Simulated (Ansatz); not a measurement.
# C: the cost of one run

Method: DFT PBE, scalar-relativistic, plane waves, PAW, in Ansatz 0.2.0.

### 1 The starting structure

Symmetry: C2/m, No. 12, monoclinic system. Conventional cell: a = 4.255 Å, b = 2.457 Å, c = 3.765 Å, α = 90.00°, β = 111.49°, γ = 90.00°. C (site symmetry m) is surrounded by 3 C at 1.42 Å.

Cell or atoms stand a little off a more symmetric structure (R-3m at a tolerance of 0.3 Å), so results at this geometry aren't those of that ideal crystal.

Structure file:

```xyz
2
Lattice="2.1273 -1.2283 0.0000 2.1273 1.2283 0.0000 -1.3791 0.0000 3.5028" Properties=species:S:1:pos:R:3 pbc="T T T"
C     3.5455    0.0000    0.0003
C    -0.6699    0.0000    3.5025
```

The structure comes from the Materials Project (structure only).

(A quick probe on a coarse mesh, which set the mesh and smearing, is not shown.)

### 3 The relaxation

The input, input.yaml:

```yaml
crystal:
  lattice:
    - [2.1273203072, -1.22828244, 0.0]
    - [2.1273203072, 1.22828244, 0.0]
    - [-1.3790696309, 0.0, 3.5028300786]
  atoms:
    - { symbol: C, position: [0.83335553, 0.83335553, 9.304e-05] }
    - { symbol: C, position: [0.16664447, 0.16664447, 0.99990696] }
basis:
  ecutwfc: 420
kpoints:
  mp_grid: { grid: [14, 14, 8] }
hamiltonian:
  xc: pbe
  pseudopotentials: { kind: paw, azcp: { folder: soft_1 } }
scf:
  occupations: { method: gaussian, width: 0.02 }
output:
  forces: true
  stress: true
  eigenvalues: true
relax:
  adjacent_minimum: "off"
  f_tol: 0.005
  max_steps: 80
  cell: { stress_tol: 0.05 }
```

Started as:

```
> ansatz run input.yaml --threads 4 --pin off --max-ram 12288MiB --backend cpu --events-out ev --progress --plain --runs-dir out
```

What time and memory should one allow on 4 threads of Intel Xeon Platinum 8259CL at 2.50GHz (Skylake/Cascade Lake), shared host?

About 29 s, with a peak of 0.46 GiB.
